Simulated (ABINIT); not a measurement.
GaN, 2 atoms in the cell. The structure is cubic, space group F-43m (No. 216). The conventional cell has a = 4.507 Å, b = 4.507 Å, c = 4.507 Å, α = 90.00°, β = 90.00°, γ = 90.00°. Ga (site symmetry -43m) has 4 N at 1.95 Å as nearest neighbours. Around N (site symmetry -43m) lie 4 Ga at 1.95 Å. The cell is a database's computed one.

```yaml
Program: ABINIT 10.8.3 (patched build)
Task: single point
Functional: PBEsol
Potentials_or_basis: JTH PAW PBE v2.0
Cutoff: 680 eV
k_mesh: 8 × 8 × 8
Occupations: fermi-dirac, width 0.05 eV
Spin: no spin polarisation
Fine-grid_cutoff: 1278.94 eV
Exchange_and_correlation_inside_the_PAW_spheres: full angular mesh (pawxcdev 0, this build's default; the released program takes 1)
```

Potentials or basis: JTH PAW PBE v2.0.

Launch:

```sh
$ abinit run.abi > log 2>&1
```

Hardware: 1 thread of Intel(R) Xeon(R) Platinum 8488C (Sapphire Rapids), with other jobs on the host.

Q: How long does it take, and how much memory?

A: Wall time 16 s on 1 thread of Intel(R) Xeon(R) Platinum 8488C (Sapphire Rapids) (shared host), peak memory 0.11 GiB. Counts: scf iterations 12, mpi ranks 1, k points 29, bands 13, plane waves 932.
